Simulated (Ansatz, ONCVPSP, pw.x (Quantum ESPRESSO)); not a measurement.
## Mg: one change to the ONCV potential, in the atom and in the fcc crystal

| Quantity | Value |
| --- | --- |
| Element | magnesium (Mg) |
| Generator | ONCVPSP 4.0.1 |
| Type | optimised norm-conserving Vanderbilt (ONCV) |
| Functional | PBE |
| Relativity | scalar-relativistic |
| Frozen core | [Ne] |
| Valence charge | 2 |
| Reference configuration | 3s2 |
| Partial waves | 3s: rc 2.20 bohr, ncon 4, nbas 9, qcut 3.7 1/bohr, 2 projectors, debl 3.4 Ha; p scattering state at 0.11 Ha: rc 1.80 bohr, ncon 4, nbas 9, qcut 4.6 1/bohr, 1 projector |
| Local potential | polynomial inside 1.60 bohr (lpopt 5, dvloc0 3 Ha) |
| Core correction | Teter function, fcfact 3.75, rcfact 1.5 |

Change: local potential polynomial inside 1.60 bohr (lpopt 5, dvloc0 -1 Ha).

Cutoffs, loose and tight: the cutoffs (Ha) at which the residual kinetic energy of the hardest occupied pseudo-wave falls to 1 and 0.1 mHa per electron. They do not see the model core or the augmentation charge, which bear on the density cutoff. Test errors are all-electron minus pseudo excitation energies from the reference, over the configurations 3s1; 3s1.5; 3s1 3p1; 3s0 3p2; variants that change the core or the reference have their own tests.

Crystal test: fcc Mg in pw.x 7.5, no spin, 13³ k-points, Fermi–Dirac smearing 0.01 Ry, cutoffs set for each file from its atomic test. The reference is all-electron LAPW (Ansatz 0.2.0) with the same functional, mesh and smearing; V0 and B0 come from Birch–Murnaghan fits to the pressures at five volumes. Errors are pseudo minus all-electron; Δ is the rms difference of the E(V) curves that follow from these fits, minima aligned, over ±6 % about the mean V0. Mesh and smearing are coarse, so the numbers serve the comparison and aren't converged zero-temperature values; the lattice is a test structure that the element need not adopt.

All-electron: a0 = 4.524 Å (V0 = 23.15 Å³/atom), B0 = 35.0 GPa.

Problem. Does the change bring the crystal closer to the all-electron result?

Solution. The mean pressure error goes from -0.28 to -1.00 GPa, so the change moves the solid further from the all-electron pressures.

```csv
quantity,base,changed
outcome (atom),generated,generated
"cutoff, loose (atom)",4.0 Ha,4.0 Ha
"cutoff, tight (atom)",5.4 Ha,5.4 Ha
bound ghosts (atom),none,none
largest test error (meV) (atom),-6.6,-6.6
cutoffs in pw.x (Ry),50/200,50/200
a0 (Å),4.513,4.483
a0 error (%),-0.26,-0.92
B0 error (%),+7.2,+9.6
Δ (meV/atom),1.4,5.0
mean pressure error (GPa),-0.28,-1.00
```

Base: The cutoffs count occupied waves only; projector 1 of the p channel, the hardest unoccupied one, needs 10 Ha at the loose tolerance. Changed file: This is a poor potential for the solid. The cutoffs count occupied waves only; projector 1 of the p channel, the hardest unoccupied one, needs 10 Ha at the loose tolerance.
